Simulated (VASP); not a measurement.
Write the native input for VASP 6.6.1 that does the following.

* Task: single point
* Functional: PBE
* Potentials or basis: VASP PAW PBE potentials, release 64 (Pb_d_GW, Te_GW)
* Cutoff: 450 eV
* k mesh: 3 × 3 × 3
* Occupations: gaussian, width 0.02 eV
* Spin: no spin polarisation
* Further INCAR settings: ALGO = Normal; EDIFF = 1e-06

The structure of TePb lies in POSCAR:

```
TePb
1.0
    4.0022870000      0.0000000000      0.0000000000
    0.0000000000      4.0022870000      0.0000000000
    0.0000000000      0.0000000000      4.0022870000
Pb Te
1 1
Direct
    0.0000000000      0.0000000000      0.0000000000
    0.5000000000      0.5000000000      0.5000000000
```

Measurements of this composition are mostly on another form, of space group No. 225.

The input as run:

INCAR

```
SYSTEM = TePb
PREC = Accurate
ENCUT = 450
EDIFF = 1E-6
ISMEAR = 0
SIGMA = 0.02
LREAL = .False.
LASPH = .True.
NELM = 100
ALGO = Normal
ISIF = 2
LWAVE = .False.
LCHARG = .False.
GGA = PE
```

KPOINTS

```
regular mesh
0
Gamma
  3 3 3
  0 0 0
```

Potentials or basis: VASP PAW PBE potentials, release 64 (Pb_d_GW, Te_GW).

Run with:

```bash
$ cat potpaw_PBE.64/Pb_d_GW/POTCAR potpaw_PBE.64/Te_GW/POTCAR > POTCAR
$ mpirun -np 1 vasp_std > vasp.out
```

It gave:

```json
{
  "Pressure": "0.5 GPa",
  "Band gap on the k mesh": "0.78 eV, indirect (least direct gap 2.09 eV)"
}
```

Caveat: the k mesh is coarse (spacing up to 0.52 Å⁻¹), so the values aren't converged; spin-orbit coupling is left out, which as a rule narrows the gap of such compounds by several tenths of an eV; an odd mesh through Γ misses points on the zone boundary, where band edges often lie.

Run time: 8.5 s on 1 thread of Intel(R) Xeon(R) Platinum 8259CL CPU @ 2.50GHz (Skylake/Cascade Lake), on a shared host, peak memory 0.16 GiB.
